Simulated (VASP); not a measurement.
# BN (P6_3/mmc) in VASP: dielectric tensor with r2SCAN

Aim: the dielectric tensor of BN with r2SCAN.

All numbers are computed with VASP 6.6.1; they aren't measurements. Logs are shortened: lines on timing, memory, paths and dates and some standing lists are left out, and cuts for length are marked.

## (1) Starting point

It takes space group P6_3/mmc (No. 194, hexagonal). Conventional cell: a = 2.503 Å, b = 2.503 Å, c = 6.790 Å, α = 90.00°, β = 90.00°, γ = 120.00°. B (site symmetry -6m2) has 3 N at 1.44 Å as nearest neighbours. Around N (site symmetry -6m2) lie 3 B at 1.44 Å.

## (2) Dielectric tensor, r2SCAN

The input, INCAR:

```
PREC = Accurate ; ENCUT = 520
EDIFF = 1E-7 ; ISMEAR = 0
SIGMA = 0.02 ; LREAL = F
LASPH = T ; NELM = 100
ALGO = Normal ; ISIF = 2
LWAVE = F ; LCHARG = F
METAGGA = R2SCAN ; LMIXTAU = T
LCALCEPS = T ; KPAR = 4
```

The input, KPOINTS:

```
Automatic mesh
0
Gamma
  15 15 6
```

The input, POSCAR:

```
BN                                      
1.0
    2.5025138742     -0.0000000000     -0.0000000000
   -1.2512569371      2.1672405837      0.0000000000
   -0.0000000000     -0.0000000000      6.7897983178
  B               N             
     2     2
Direct
     0.3333333300000021    0.6666666699999979    0.2500000000000000
     0.6666666699999979    0.3333333300000021    0.7500000000000000
     0.3333333300000021    0.6666666699999979    0.7500000000000000
     0.6666666699999979    0.3333333300000021    0.2500000000000000
```

Potentials or basis: VASP PAW PBE potentials, release 64 (B, N).

Run with:

```sh
> cat potpaw_PBE.64/B/POTCAR potpaw_PBE.64/N/POTCAR > POTCAR
> mpirun -np 4 vasp_std > vasp.out
```

OUTCAR:

```text
PREC = Accurate
   ENCUT = 520
   EDIFF = 1E-7
   ISMEAR = 0
   LREAL = F
   LASPH = T
   NELM = 100
   ISIF = 2
   METAGGA = R2SCAN

 ion  position               nearest neighbor table
   1  0.333  0.667  0.250-   4 1.44   4 1.44   4 1.44
   2  0.667  0.333  0.750-   3 1.44   3 1.44   3 1.44
   3  0.333  0.667  0.750-   2 1.44   2 1.44   2 1.44
   4  0.667  0.333  0.250-   1 1.44   1 1.44   1 1.44

  LATTYP: Found a hexagonal cell.
 ALAT       =     2.5025138742
 C/A-ratio  =     2.7131910787

  Lattice vectors:

 A1 = (   2.5025138742,   0.0000000000,   0.0000000000)
 A2 = (  -1.2512569371,   2.1672405837,   0.0000000000)
 A3 = (   0.0000000000,   0.0000000000,   6.7897983178)

Analysis of symmetry for initial positions (statically):
=====================================================================
 Subroutine PRICEL returns:
 Original cell was already a primitive cell.

 Routine SETGRP: Setting up the symmetry group for a
 hexagonal supercell.

 Subroutine GETGRP returns: Found 24 space group operations
 (whereof 12 operations were pure point group operations)
 out of a pool of 24 trial point group operations.

The static configuration has the point symmetry D_3d.
 The point group associated with its full space group is D_6h.

Analysis of symmetry for dynamics (positions and initial velocities):
=====================================================================
 Subroutine PRICEL returns:
 Original cell was already a primitive cell.

 Routine SETGRP: Setting up the symmetry group for a
 hexagonal supercell.

 Subroutine GETGRP returns: Found 24 space group operations
 (whereof 12 operations were pure point group operations)
 out of a pool of 24 trial point group operations.

The dynamic configuration has the point symmetry D_3d.
 The point group associated with its full space group is D_6h.

 Subroutine INISYM returns: Found 24 space group operations
 (whereof 12 operations are pure point group operations),
 and found     1 'primitive' translations

----------------------------------------------------------------------------------------

                                     Primitive cell

  volume of cell :      36.8248
[... 159 lines left out ...]
      3      -4.4470      2.00000
      4      -2.4829      2.00000
      5       0.4914      2.00000
      6       0.4914      2.00000
      7       0.5224      2.00000
      8       0.5224      2.00000
      9   10000.0000      0.00000
     10   10000.0000      0.00000
     11   10000.0000      0.00000
     12   10000.0000      0.00000
[... 331 lines left out ...]
 k-point    24 :       0.4000    0.2000    0.0000
  band No.  band energies     occupation
      1     -13.3181      2.00000
      2     -13.2711      2.00000
      3      -6.9432      2.00000
      4      -6.8694      2.00000
      5      -4.3265      2.00000
      6      -4.2619      2.00000
      7       1.0746      2.00000
      8       1.7323      2.00000
      9   10000.0000      0.00000
     10   10000.0000      0.00000
     11   10000.0000      0.00000
     12   10000.0000      0.00000

 [... further k-points ...]

------------------------ aborting loop because EDIFF is reached ----------------------------------------

            Ionic dipole moment: p[ion]=(     0.00000     0.00000     0.00000 ) |e| Angst

 Total electronic dipole moment: p[elc]=(     0.00000    -0.00000     0.00320 ) |e| Angst

 MACROSCOPIC STATIC DIELECTRIC TENSOR (including local field effects)
 ------------------------------------------------------
           4.356356    -0.000000     0.000000
           0.000000     4.356356    -0.000000
           0.000000     0.000000     2.574414
 ------------------------------------------------------

 PIEZOELECTRIC TENSOR (including local field effects) (e Angst)
          XX          YY          ZZ          XY          YZ          ZX
  --------------------------------------------------------------------------------
  x     0.00000     0.00000     0.00000     0.00000     0.00000     0.00000
  y     0.00000     0.00000     0.00000     0.00000     0.00000     0.00000
  z     0.00000     0.00000     0.00000     0.00000     0.00000     0.00000

 PIEZOELECTRIC TENSOR (including local field effects) (C/m^2)
          XX          YY          ZZ          XY          YZ          ZX
  --------------------------------------------------------------------------------
  x     0.00000     0.00000     0.00000     0.00000     0.00000     0.00000
  y     0.00000     0.00000     0.00000     0.00000     0.00000     0.00000
  z     0.00000     0.00000     0.00000     0.00000     0.00000     0.00000

 BORN EFFECTIVE CHARGES (including local field effects) (in |e|, cummulative output)
 ---------------------------------------------------------------------------------
 ion    1
    1     2.75151     0.00000     0.00000
    2     0.00000     2.75151     0.00000
    3    -0.00000     0.00000     0.75378
 ion    2
    1     2.75151     0.00000     0.00000
    2     0.00000     2.75151     0.00000
    3    -0.00000     0.00000     0.75378
 ion    3
    1    -2.75151     0.00000     0.00000
    2     0.00000    -2.75151     0.00000
    3     0.00000     0.00000    -0.75378
 ion    4
    1    -2.75151     0.00000     0.00000
    2     0.00000    -2.75151     0.00000
    3     0.00000     0.00000    -0.75378

  FORCE on cell =-STRESS in cart. coord.  units (eV):
  Direction    XX          YY          ZZ          XY          YZ          ZX
  --------------------------------------------------------------------------------------
  -------------------------------------------------------------------------------------
  Total        0.0050593      0.0050593      0.0088937      0.0000000      0.0000000      0.0000000
  in kB        0.2201203      0.2201203      0.3869494      0.0000000      0.0000000      0.0000000
  external PRESSURE =       0.2757300 kB  Pullay stress =       0.0000000 kB

 VOLUME and BASIS-vectors are now :
 -----------------------------------------------------------------------------
  energy-cutoff  :      520.00
  volume of cell :       36.82
      direct lattice vectors                 reciprocal lattice vectors
     2.502513874  0.000000000  0.000000000     0.399598184  0.230708120  0.000000000
    -1.251256937  2.167240584  0.000000000     0.000000000  0.461416239  0.000000000
     0.000000000  0.000000000  6.789798318     0.000000000  0.000000000  0.147279780

 POSITION                                       TOTAL-FORCE (eV/Angst)
 -----------------------------------------------------------------------------------
     -0.00000      1.44483      1.69745         0.000000      0.000000      0.000000
      1.25126      0.72241      5.09235         0.000000     -0.000000      0.000000
     -0.00000      1.44483      5.09235         0.000000     -0.000000      0.000000
      1.25126      0.72241      1.69745        -0.000000      0.000000      0.000000
 -----------------------------------------------------------------------------------
    total drift:                               -0.000002      0.000001      0.000000

  FREE ENERGIE OF THE ION-ELECTRON SYSTEM (eV)
  ---------------------------------------------------
  free  energy   TOTEN  =       -38.5958140280 eV

  energy  without entropy=      -38.5958140280  energy(sigma->0) =      -38.59581403
```

stdout:

```text
POSCAR found type information on POSCAR B N
 POSCAR found :  2 types and       4 ions
 scaLAPACK will be used
 -----------------------------------------------------------------------------
|                                                                             |
[... 78 lines left out ...]
dp_tot=(  0.786E-08 -0.273E-08  0.292E-02 )  diag[e(oo)]=(    ---      ---    2.43642 )
 p_tot=( -0.874E-09  0.616E-09  0.300E-02 )
dp_tot=(  0.834E-08 -0.311E-08  0.300E-02 )  diag[e(oo)]=(    ---      ---    2.47247 )
 p_tot=( -0.120E-09  0.111E-09  0.313E-02 )
dp_tot=(  0.910E-08 -0.361E-08  0.313E-02 )  diag[e(oo)]=(    ---      ---    2.53733 )
 final diagonalization full
 p_tot=(  0.424E-09 -0.237E-09  0.320E-02 )
dp_tot=(  0.964E-08 -0.396E-08  0.320E-02 )  diag[e(oo)]=(    ---      ---    2.57441 )
```

It took 18 min on 4 MPI ranks of Intel Xeon Platinum 8488C (Sapphire Rapids), shared host; peak memory 0.86 GiB.

What came out:

```yaml
Band_gap_on_the_k_mesh: 4.95 eV, indirect (least direct gap 5.36 eV)
Electronic_dielectric_tensor_diagonal: 4.36, 4.36, 2.57
Born_charges_mean_of_the_diagonal: B +2.09; N -2.09 e
```

Levels at points of the mesh, in eV from the valence-band top:
```
           k point  band 5  band 6  band 7  band 8  band 9  band 10  band 11  band 12
(0.00, 0.00, 0.00)   -1.36   -1.36   -1.33   -1.33    5.47    10.77    12.31    12.31
(0.00, 0.00, 0.50)   -1.35   -1.35   -1.35   -1.35    7.84     7.84    12.36    12.36
```

Electronic dielectric tensor:
```
4.36 0.00 0.00
0.00 4.36 0.00
0.00 0.00 2.57
```

Born effective charge tensors (e):
atom 1, B
```
2.75 0.00 0.00
0.00 2.75 0.00
0.00 0.00 0.75
```
atom 2, B
```
2.75 0.00 0.00
0.00 2.75 0.00
0.00 0.00 0.75
```
atom 3, N
```
-2.75  0.00  0.00
 0.00 -2.75  0.00
 0.00  0.00 -0.75
```
atom 4, N
```
-2.75  0.00  0.00
 0.00 -2.75  0.00
 0.00  0.00 -0.75
```

Dipole moments of the cell (e·Å, modulo the quantum): ionic 0.000, 0.000, 0.000; electronic 0.000, 0.000, 0.003

Caveat: the PAW data sets were made with another functional, which shifts forces and pressure a little; an odd mesh through Γ misses points on the zone boundary, where band edges often lie.
